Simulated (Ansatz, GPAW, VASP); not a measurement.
V: programs and potentials compared

```
CELL_PARAMETERS angstrom
-1.51435 1.51435 1.51435
1.51435 -1.51435 1.51435
1.51435 1.51435 -1.51435
ATOMIC_POSITIONS crystal
V 0.00000 0.00000 0.00000
```

Alike in all runs: task single point; functional PBE; k mesh 12 × 12 × 12; occupations gaussian, width 0.02 eV; collinear spin, ferromagnetic start; no spin-orbit coupling. Pressure is positive in compression and, in plane waves, holds the error of the finite cutoff, which Ansatz's Pulay term estimates and takes out.

```csv
program and potentials,plane-wave cutoff (eV),notes,band gap (eV),pressure (GPa),net moment per atom (μB)
"Ansatz, Ansatz PAW",420,-,?,?,?
"GPAW, GPAW PAW data sets (gpaw-data 1.2.1)",600,-,no gap,-4.18,0.11
"VASP, PBE PAW files V_sv, 520 eV",520,-,no gap,-5.19,0.12
```

**Question.** Estimate from the other rows what the run with Ansatz, Ansatz PAW gave.

**Answer.** No band gap; pressure -5.22 GPa; net moment per atom 0.12 μB. Its pressure holds a Pulay term of +0.08 GPa. The other rows, which needn't bracket it: pressure -5.19 to -4.18; net moment per atom 0.11 to 0.12.
